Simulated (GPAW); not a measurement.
# Sn (I4/mmm) in GPAW: equation of state

How stiff is Sn in PBEsol, and what volume does it want? The cell is scaled to several volumes.

Everything below comes from runs of GPAW 26.7.0. Logs are shortened: lines on timing, memory, paths and dates and some standing lists are left out, and cuts for length are marked. The log counts tension as positive stress, the text compression.

## Step 1: The crystal as given

The structure is tetragonal, space group I4/mmm (No. 139). The conventional cell has a = 4.058 Å, b = 4.058 Å, c = 3.322 Å, α = 90.00°, β = 90.00°, γ = 90.00°. Sn (site symmetry 4/mmm) is surrounded by 10 Sn at 3.32 Å.

This isn't the form of Sn at room conditions, which is tetragonal (white tin).

## Step 2: Equation of state, PBEsol

Input file run.py:

```python
from ase import Atoms
from ase.eos import EquationOfState
from ase.io import Trajectory
from ase.units import GPa
from gpaw import GPAW, PW, setup_paths

setup_paths.insert(0, '.')

atoms = Atoms(['Sn'],
              cell=[[-2.029189411, 2.029189411, 1.6607599896],
                    [2.029189411, -2.029189411, 1.6607599896],
                    [2.029189411, 2.029189411, -1.6607599896]],
              scaled_positions=[[0.0, 0.0, 0.0]],
              pbc=True)

traj = Trajectory('eos.traj', 'w')
volumes, energies = [], []
for x in [0.94, 0.96, 0.98, 1.0, 1.02, 1.04, 1.06]:
    a = atoms.copy()
    a.set_cell(atoms.cell * x**(1 / 3), scale_atoms=True)
    calc = GPAW(mode=PW(600),
                xc='PBEsol',
                kpts={'size': (10, 10, 10), 'gamma': True},
                occupations={'name': 'fermi-dirac', 'width': 0.05},
                nbands=14,
                convergence={'density': 1e-05, 'energy': 1e-05},
                maxiter=150,
                txt=f'eos-{x:.2f}.txt')
    a.calc = calc
    energies.append(a.get_potential_energy(force_consistent=True))
    volumes.append(a.get_volume())
    p = -a.get_stress()[:3].mean() / GPa
    calc.write(f'eos-{x:.2f}.gpw')
    traj.write(a)
    print(f'{x:.2f} {volumes[-1]:10.4f} A^3 {energies[-1]:14.6f} eV {p:9.3f} GPa', flush=True)

v0, e0, B = EquationOfState(volumes, energies, eos='birchmurnaghan').fit()
print(f'V0 = {v0:.4f} A^3, E0 = {e0:.6f} eV, B0 = {B / GPa:.2f} GPa')
```

Potentials or basis: PAW data sets generated in the run's folder for this functional, pw.

The run is started by

```
> gpaw-setup -f PBEsol Sn
> OMP_NUM_THREADS=1 python run.py
```

The program printed:

```text
__  _  _
 | _ |_)|_||  |
 |__||  | ||/\| - 26.7.0

Input parameters:
  mode=PW(ecut=600.0),
  convergence={'density': 1e-05, 'energy': 1e-05},
  kpts=MonkhorstPack(size=(10, 10, 10), gamma=True),
  maxiter=150,
  nbands=14,
  occupations=Occupations(name='fermi-dirac', width=0.05),
  xc=XC(name='PBEsol')

Diagonalizing LCAO Hamiltonian
Converting LCAO to pw mode

       Sn

Atoms  # Å, Bohr magnetons
|   | symbol |        x |        y |        z |    initial magnetic moments |
|---|--------|----------|----------|----------|-----------------------------|
| 0 |     Sn | 0.000000 | 0.000000 | 0.000000 | ( 0.0000,  0.0000,  0.0000) |

Unit cell  # Å
| periodic |         x |         y |         z |  lengths |     angles |
|----------|-----------|-----------|-----------|----------|------------|
|      yes | -2.001765 |  2.001765 |  1.638315 | 3.270810 | 104.530205 |
|      yes |  2.001765 | -2.001765 |  1.638315 | 3.270810 | 104.530205 |
|      yes |  2.001765 |  2.001765 | -1.638315 | 3.270810 | 119.882259 |

Number of symmetries: 16
Symmetry operations  # r_c * U_cc + t_c -> r_c
|    | kind |            matrix            |
|----|------|------------------------------|
|  0 |  σ   |  1, 1, 1,  0, 0,-1,  0,-1, 0 |
|  1 |  C4  |  1, 1, 1,  0, 0,-1, -1, 0, 0 |
|  2 |  E   |  1, 0, 0,  0, 1, 0,  0, 0, 1 |
|  3 |  σ   |  1, 0, 0,  0, 1, 0, -1,-1,-1 |
|  4 |  σ   |  0, 1, 0,  1, 0, 0,  0, 0, 1 |
|  5 |  C2  |  0, 1, 0,  1, 0, 0, -1,-1,-1 |
|  6 |  C2  |  0, 0, 1, -1,-1,-1,  1, 0, 0 |
|  7 |  S4  |  0, 0, 1, -1,-1,-1,  0, 1, 0 |
|  8 |  C4  |  0, 0,-1,  1, 1, 1,  0,-1, 0 |
|  9 |  σ   |  0, 0,-1,  1, 1, 1, -1, 0, 0 |
| 10 |  σ   |  0,-1, 0, -1, 0, 0,  1, 1, 1 |
| 11 |  C2  |  0,-1, 0, -1, 0, 0,  0, 0,-1 |
| 12 |  C2  | -1, 0, 0,  0,-1, 0,  1, 1, 1 |
| 13 |  i   | -1, 0, 0,  0,-1, 0,  0, 0,-1 |
| 14 |  S4  | -1,-1,-1,  0, 0, 1,  1, 0, 0 |
| 15 |  C2  | -1,-1,-1,  0, 0, 1,  0, 1, 0 |

BZ-sampling:
  Number of BZ points: 1000
  Number of IBZ points: 102

  Monkhorst-Pack size: [10, 10, 10]
  Monkhorst-Pack shift: [0.05, 0.05, 0.05]

K-points  # in reciprocal-cell coordinates
|     |                                coordinates |     weight |
|-----|--------------------------------------------|------------|
|   0 | (  0.00000000,   0.00000000,   0.00000000) | 0.00100000 |
|   1 | (  0.10000000,  -0.10000000,   0.00000000) | 0.00400000 |
|   2 | (  0.10000000,  -0.10000000,   0.10000000) | 0.00400000 |
|   3 | (  0.10000000,   0.00000000,   0.00000000) | 0.00800000 |
|   4 | (  0.10000000,   0.10000000,  -0.10000000) | 0.00200000 |
|   5 | (  0.20000000,  -0.20000000,   0.00000000) | 0.00400000 |
|   6 | (  0.20000000,  -0.20000000,   0.10000000) | 0.00800000 |
|   7 | (  0.20000000,  -0.20000000,   0.20000000) | 0.00400000 |
|   8 | (  0.20000000,  -0.10000000,   0.00000000) | 0.01600000 |
|   9 | (  0.20000000,  -0.10000000,   0.10000000) | 0.00800000 |
| ... |                                            |            |
| 101 | (  0.50000000,   0.50000000,   0.50000000) | 0.00100000 |

Plane wave coefficients: 895
Cutoff: 600.0 eV

Spin-components: 1 (collinear spins)
Bands:           14
Projectors:      6
Spin-degeneracy: 2
Datatype:        complex128

Parallelization:
  kpt:    1
  domain: 1
  band:   1

Density:
  Valence electrons: 14.0
  Components: 1
  Grid points: [20 20 20]
  Charge: 0.0  # |e|

Potential:
  Grid points: [20 20 20]

species:
  Sn:
    name:    Tin
    Z:       50.0
    valence: 14
    core:    36
    charge:  0.0  # [|e|]
    compensation charges:
      type: gauss
      rc: 0.38  # [Å]
      lmax: 2
    cutoffs:
      filter: 2.23  # [Å]
      core: 2.35  # [Å]
    projectors
    | kind |    occ | energy [eV] | rcut [Å] |
    |------|--------|-------------|----------|
    |   5s |  2.000 |     -10.584 |    1.201 |
    |   5p |  2.000 |      -3.711 |    1.270 |
    |   4d | 10.000 |     -25.798 |    1.185 |
    |    s |        |      16.628 |    1.201 |
    |    p |        |      23.501 |    1.270 |
    |    d |        |       1.413 |    1.185 |

    Using partial waves for Sn as LCAO basis

Reference energy: -167935.903346  # eV

eigensolver:
  PPCG
  Converge bands: occupied
  niter=2

density mixing:
  MSR1-Mixer
  Pratt-step length: 0.05
  Maximum mixing coefficient: 0.75
  Old densities: 10
  SVD Regularization: 0.005
  Good broyden scale: 1.0
  Trust region scale: 1.0
  Backstep threshold: 4.0
  History deletion threshold: 6.0
  Fourier metric: weight=20.0, sigma=0.015

occupation numbers:
  Fermi-Dirac:
    width: 0.0500  # eV

poisson solver:
  ecut: 4800.0  # eV

xc functional:
  name: PBEsol with 2 nearest neighbor stencil

convergence criteria:
- Maximum integral of absolute [dens]ity change: 1e-05 electrons / valence electron
- Maximum [total energy] change in last 3 cyles: 1e-05 eV / valence electron
- Maximum integral of absolute [eigenst]ate change: 4e-08 eV^2 / valence electron
maximum number of iterations: 150

SCF iterations
|iter     | |      energy | eigst |  dens |
|---------|-|-------------|-------|-------|
|iter:   1| |   -4.451843 | -0.10 |       |
|iter:   2| |   -4.450680 | -2.68 | -1.74 |
|iter:   3| |   -4.436703 | -2.89 | -1.77 |
|iter:   4| |   -4.436664 | -3.86 | -2.32 |
|iter:   5| |   -4.436739c| -5.05 | -2.94 |
|iter:   6| |   -4.436744c| -6.42 | -3.84 |
|iter:   7| |   -4.436745c| -7.35 | -4.47 |
|iter:   8| |   -4.436745c| -8.20c| -5.16c|

Converged in 8 steps
Energy contributions relative to reference atoms: (reference = -167935.903346)

Energy contributions:
  Kinetic:           4.289283
  Coulomb:          -3.997653
  Zero:             -0.007867
  External:          0.000000
  Xc:               -4.718483
  Entropy:          -0.004050
  Spinorbit:         0.000000
  ----------------------------
  Free energy:      -4.438770
  Extrapolated:     -4.436745

dipole moment: (-6.792766, -6.792766, -5.559439)  # |e|*Ang

Fermi level: 7.398
Eigenvalues  # (at kpt = [0.000, 0.000, 0.000])
| band index |      eig [eV] | occ [0-2] |
|------------|---------------|-----------|
|          0 |       -14.056 |     2.000 |
|          1 |       -13.970 |     2.000 |
|          2 |       -13.970 |     2.000 |
|          3 |       -13.968 |     2.000 |
|          4 |       -13.836 |     2.000 |
|          5 |        -3.907 |     2.000 |
|          6 |        14.445 |     0.000 |
|          7 |        14.445 |     0.000 |
|          8 |        17.192 |     0.000 |
|          9 |        17.908 |     0.000 |
|         10 |        19.077 |     0.000 |
|         11 |        20.234 |     0.000 |
|         12 |        20.234 |     0.000 |
|         13 |        22.357 |     0.000 |

No gap
No difference between direct/indirect transitions

Stress tensor  # eV/Ang^3
|        x |        y |         z |
|----------|----------|-----------|
| 0.004366 | 0.000000 |  0.000000 |
| 0.000000 | 0.004366 |  0.000000 |
| 0.000000 | 0.000000 | -0.006135 |

# Writing to eos-0.96.gpw (mode='')
```

stdout:

```text
0.94    25.7122 A^3      -4.437110 eV     1.093 GPa
0.96    26.2593 A^3      -4.438770 eV    -0.139 GPa
0.98    26.8064 A^3      -4.436492 eV    -1.214 GPa
1.00    27.3534 A^3      -4.430778 eV    -2.156 GPa
1.02    27.9005 A^3      -4.422039 eV    -2.987 GPa
1.04    28.4476 A^3      -4.410628 eV    -3.722 GPa
1.06    28.9947 A^3      -4.396861 eV    -4.369 GPa
V0 = 26.2049 A^3, E0 = -4.438781 eV, B0 = 55.54 GPa
```

eos-0.98.txt:

```text
SCF iterations
|iter     | |      energy | eigst |  dens |
|---------|-|-------------|-------|-------|
|iter:   1| |   -4.449125 | -0.11 |       |
|iter:   2| |   -4.447970 | -2.69 | -1.74 |
|iter:   3| |   -4.434235 | -2.89 | -1.77 |
|iter:   4| |   -4.434207 | -3.88 | -2.33 |
|iter:   5| |   -4.434276c| -5.06 | -2.95 |
|iter:   6| |   -4.434282c| -6.38 | -3.83 |
|iter:   7| |   -4.434283c| -7.42c| -4.49 |
[... 35 lines left out ...]
|         12 |        19.916 |     0.000 |
|         13 |        21.942 |     0.000 |

No gap
No difference between direct/indirect transitions

Stress tensor  # eV/Ang^3
|        x |        y |        z |
|----------|----------|----------|
| 0.010372 | 0.000000 | 0.000000 |
| 0.000000 | 0.010372 | 0.000000 |
| 0.000000 | 0.000000 | 0.001992 |

# Writing to eos-0.98.gpw (mode='')
```

Wall time 2 min (1 thread of Arm Neoverse V1, shared host); peak memory 0.27 GiB.

What came out:

* Equilibrium volume: 26.20 Å³/atom
* Bulk modulus at fixed shape and positions: 56 GPa
* Pressure derivative of the bulk modulus: 5.1

Energy against volume, from the lowest point:
| volume (Å³/atom) | energy (meV/atom) |
| --- | --- |
| 25.712 | 1.66 |
| 26.259 | 0.00 |
| 26.806 | 2.28 |
| 27.353 | 7.99 |
| 27.901 | 16.73 |
| 28.448 | 28.14 |
| 28.995 | 41.91 |

Caveat: the cell was scaled at fixed shape and fractional positions, which overstates the stiffness of a crystal with free parameters, most of all of layers and chains.
